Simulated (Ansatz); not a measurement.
# GaN: field gradients at two levels of theory

Cell: an entry of the Crystallography Open Database (COD), its atoms then relaxed with PBE in this cell.

```xyz
4
Lattice="3.1800 0.0000 0.0000 -1.5900 2.7540 0.0000 0.0000 0.0000 5.1660" Properties=species:S:1:pos:R:3 pbc="T T T"
Ga    0.0000    1.8360    0.0204
Ga    1.5900    0.9180    2.6034
N     0.0000    1.8360    1.9686
N     1.5900    0.9180    4.5516
```

Sites (sets of like atoms) are named by element and the number of their first atom in this list.

First run. Level of theory: DFT, PBE, plane waves and PAW, scalar-relativistic, 420 eV cutoff, Γ-centred 11×11×6 k-points, Fermi–Dirac smearing 0.02 eV (Ansatz 0.2.0).

```
site  atom  V_zz (10²¹ V/m²)     η
  Ga     1              0.43  0.00
   N     3             0.023  0.00
```

Second run. The same atoms and settings, except that the functional is PBEsol.

Task: What does the second run give?

Result: 

```
site  atom   V_zz     η  change of V_zz
  Ga     1   0.42  0.00           -0.01
   N     3  0.021  0.00            0.00
```

No V_zz moves by more than 0.02.

For the first run: At this cell the PBE pressure is 7 GPa, so with PBE the cell would grow if it were relaxed.
